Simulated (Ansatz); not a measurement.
## Ag: strain energy, fitted

Ag, Im-3m, a = 3.225 Å. This isn't the element's structure at ambient conditions. Ansatz: PBEsol, PAW, 420 eV, Γ-centred 16×16×16 mesh on 2 atoms, Gaussian smearing 0.10 eV; no spin polarisation. Series: equal strain along all axes, cell held, atoms fixed by symmetry; x is the strain in per cent. y is the free energy over the unstrained cell, V0 = 16.773 Å³/atom.

```tsv
x (%)	y (meV/atom)
-4.5	?
-3.0	56.29
-1.5	13.01
0.0	0.00
1.5	11.48
3.0	42.68
4.5	89.71
```

Q: Fit y = c2 x² + c3 x³ to the other rows, turn c2 into a modulus, and predict the missing energy.

A: Least squares on the rows shown. y = 5.5129 x² − 0.24229 x³. In eV per unit strain² c2 is 55.13; the stiffness is B for this strain (E = 9/2 B V0 ε², shape held): 2 × 55.13 × 160.2 / (9 × 16.773) = 117 GPa. At x = -4.5 the fit asked for gives 133.71 meV/atom. The run gave 136.65 meV/atom, so the fit is 2.94 meV/atom too low, 2.2 % of the span of the series, against an rms of 0.22 meV/atom on the fitted rows. The row lies outside the fitted range. With a term in x⁴ added, a fit to the same known rows predicts 135.63 meV/atom, so most of the miss is curvature that the known rows already hold.